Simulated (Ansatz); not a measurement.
**Step by step: Eu, relaxation of cell and atoms**

Method: Ansatz 0.2.0, DFT, PBE, PAW with Ansatz's default frozen-core files, scalar-relativistic.

Command: `ansatz run input.yaml --threads 1 --pin off --max-ram 3072MiB --backend cpu --events-out ev --progress --plain --runs-dir out` The run took about 15 s on 1 thread of a shared machine.

```yaml
crystal:
  lattice:
    - [0.0, 2.5476755377, 2.5476755377]
    - [2.5476755377, 0.0, 2.5476755377]
    - [2.5476755377, 2.5476755377, 0.0]
  atoms:
    - { symbol: Eu, position: [0.0, 0.0, 0.0], spin: 7.0 }
magnetization:
  spin_polarized: true
kpoints:
  mp_grid: { grid: [12, 12, 12] }
scf:
  occupations: { method: fermi_dirac, width: 0.03 }
hamiltonian:
  xc: pbe
  pseudopotentials: { kind: paw }
output:
  forces: true
  stress: true
relax:
  f_tol: 0.005
  max_steps: 80
  cell: {}
```

Where the f shell is localised, expect the real compound to differ from this run without U.

Spin–orbit coupling is left out, though it moves levels of the heavy atoms by tenths of an eV or more.

The run is spin-polarised from parallel moments and ends with 7.56 μB in the cell; other orders may lie lower.

The cell is built from the fcc type as a first guess.

The cutoff is 420 eV; energies and pressures of the walk include the program's estimate of the Pulay term.

Each frame lists the cell vectors (Å), then Cartesian positions (Å); symmetry keeps all forces zero. Free energies count from the first step, -8766.3816 eV.

The walk took 5 evaluations in all; steps that aren't listed are left out.

Step 1: E = 0.0 meV, P = 5.16 GPa

```
cell 0.0000 2.5477 2.5477 2.5477 0.0000 2.5477 2.5477 2.5477 0.0000
Eu    0.0000    0.0000    0.0000
```

Step 2: E = -87.9 meV, P = 1.98 GPa

```
cell 0.0000 2.6505 2.6505 2.6505 0.0000 2.6505 2.6505 2.6505 0.0000
Eu    0.0000    0.0000    0.0000
```

Step 3: E = -109.2 meV, P = 0.38 GPa

```
cell 0.0000 2.7232 2.7232 2.7232 0.0000 2.7232 2.7232 2.7232 0.0000
Eu    0.0000    0.0000    0.0000
```

How does the relaxation end?

It converges, with a = 5.484 Å, b = 5.484 Å, c = 5.484 Å, α = 90.00°, β = 90.00°, γ = 90.00° (conventional cell, space group Fm-3m). The last solve (on a basis chosen afresh for the final cell, so its energy is not quite comparable) gives E = -112.5 meV, P = 0.05 GPa:
```
cell 0.0000 2.7418 2.7418 2.7418 0.0000 2.7418 2.7418 2.7418 0.0000
Eu    0.0000    0.0000    0.0000
```
